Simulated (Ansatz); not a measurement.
Crystal: Ni.

```
CELL_PARAMETERS angstrom
2.44802 0.00000 0.00000
-1.22401 2.12005 0.00000
0.00000 0.00000 4.07281
ATOMIC_POSITIONS crystal
Ni 0.66667 0.33333 0.75000
Ni 0.33333 0.66667 0.25000
```

This isn't the form of Ni at room conditions, which is fcc.

Base run:

| Item | Value |
| --- | --- |
| Program | Ansatz 0.2.0 |
| Functional | r2SCAN |
| Potentials or basis | Ansatz PAW |
| Cutoff | 500 eV (not typed: the program's choice for these potentials) |
| k mesh | 12 × 12 × 7 |
| Occupations | fermi-dirac, width 0.05 eV |
| Spin | collinear spin, ferromagnetic start |
| Starting moments | [1.0, 1.0] μB |

Its results: band gap on the k mesh none (metal or under the smearing width); pressure -0.5 GPa; net moment 1.48 μB per cell; site moments Ni +0.80 μB.

The run is repeated on the same cell with these changes: functional from r2SCAN to PBE; cutoff from 500 eV (not typed: the program's choice for these potentials) to 420 eV (not typed: the program's choice for these potentials); occupations from fermi-dirac, width 0.05 eV to gaussian, width 0.012 eV. What comes out?

Band gap on the k mesh none (metal or under the smearing width); pressure 7.3 GPa; net moment 1.35 μB per cell; site moments Ni +0.71 μB.

Caveats: the magnetic or orbital state may not be the lowest (some runs); the PAW data sets come from PBE, with cores solved anew for the run's functional, which leaves a small shift of forces and pressure (some runs).
